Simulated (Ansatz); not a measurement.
# HgTe: response to strain

Aim: deform HgTe (equal xy, yz and zx engineering shear strains of -3 %) and compute stress, forces and field gradients with LAPW, PAW and all-electron datasets made for the crystal.

Program: Ansatz 0.2.0. Level of theory: DFT LDA, scalar-relativistic. These are calculated values, not measurements.

## (1) The system as given

The structure is cubic, space group Fm-3m (No. 225). The conventional cell has a = 5.843 Å, b = 5.843 Å, c = 5.843 Å, α = 90.00°, β = 90.00°, γ = 90.00°. Hg (site symmetry m-3m) has 6 Te at 2.92 Å as nearest neighbours. Te (site symmetry m-3m) has 6 Hg at 2.92 Å as nearest neighbours.

Structure file:

```
CELL_PARAMETERS angstrom
0.00000 2.92150 2.92150
2.92150 0.00000 2.92150
2.92150 2.92150 0.00000
ATOMIC_POSITIONS crystal
Hg 0.00000 0.00000 0.00000
Te 0.50000 0.50000 0.50000
```

Atoms are numbered in the order of the input: Hg1, Te2.

## (2) The deformed structure

Space group Fm-3m before, R-3m after.

## (3) Full-potential LAPW

File input.yaml:

```yaml
crystal:
  lattice:
    - [-0.087645, 2.8776775, 2.8776775]
    - [2.8776775, -0.087645, 2.8776775]
    - [2.8776775, 2.8776775, -0.087645]
  atoms:
    - { symbol: Hg, position: [0.0, 0.0, 0.0] }
    - { symbol: Te, position: [0.5, 0.5, 0.5] }
kpoints:
  mp_grid: { grid: [10, 10, 10] }
  band_path:
    path:
      - [0.0, 0.0, 0.0]
      - [0.5, 0.5, 0.5]
      - [0.2579113083, 0.5, 0.7420886917]
      - [-0.2579113083, 0.2579113083, 0.5]
      - [0.0, 0.0, 0.5]
      - [0.0, 0.0, 0.0]
      - [-0.3789556542, 0.0, 0.3789556542]
      - [0.0, 0.3789556542, 0.6210443458]
      - [0.0, 0.5, 0.5]
    npoints: 5
scf:
  occupations: { method: fermi_dirac, width: 0.08 }
hamiltonian:
  xc: lda
  pseudopotentials: { kind: all_electron, lapw: { basis_error: 0.001 } }
output:
  forces: true
  stress: true
  eigenvalues: true
```

On the command line:

```
ansatz run input.yaml --threads 1 --pin off --max-ram 3072MiB --backend cpu --events-out ev --progress --plain --runs-dir out
```

## (4) PAW on the default files

File input.yaml:

```yaml
crystal:
  lattice:
    - [-0.087645, 2.8776775, 2.8776775]
    - [2.8776775, -0.087645, 2.8776775]
    - [2.8776775, 2.8776775, -0.087645]
  atoms:
    - { symbol: Hg, position: [0.0, 0.0, 0.0] }
    - { symbol: Te, position: [0.5, 0.5, 0.5] }
kpoints:
  mp_grid: { grid: [10, 10, 10] }
scf:
  occupations: { method: fermi_dirac, width: 0.08 }
hamiltonian:
  xc: lda
  pseudopotentials: { kind: paw }
output:
  forces: true
  stress: true
  eigenvalues: true
  efg: { contact_densities: true }
  write_density: true
  write_potential: true
  elf: true
  volumetric_format: npy
```

## (5) Datasets made for this crystal

input.yaml, as its differences from that of step 4:

```diff
@@ -14,3 +14,3 @@
   xc: lda
-  pseudopotentials: { kind: paw }
+  pseudopotentials: { kind: all_electron, datasets: crystal }
 output:
@@ -20,5 +20 @@
   efg: { contact_densities: true }
-  write_density: true
-  write_potential: true
-  elf: true
-  volumetric_format: npy
```

(Steps that only read results are left out.)

What does the calculation give? Wanted: pressure; largest shear or deviatoric stress.

As calculated:

```
                                 quantity                                           value
                                 pressure  LAPW 3.89, PAW 3.87, crystal datasets 3.89 GPa
largest shear or deviatoric stress (LAPW)                                        0.57 GPa
```

**Reading.** The largest part of the stress beyond the pressure is 0.57 GPa in size; the atoms are carried along and not relaxed. No run of the undeformed cell stands beside it, so the pressure holds what the given cell had before the change. PAW: stress within 0.02 GPa of LAPW. Crystal datasets: stress within 0.01 GPa of LAPW. Spin-orbit coupling is left out, though the cell holds Hg; in elements this heavy it can shift bands and gaps by tenths of an eV.
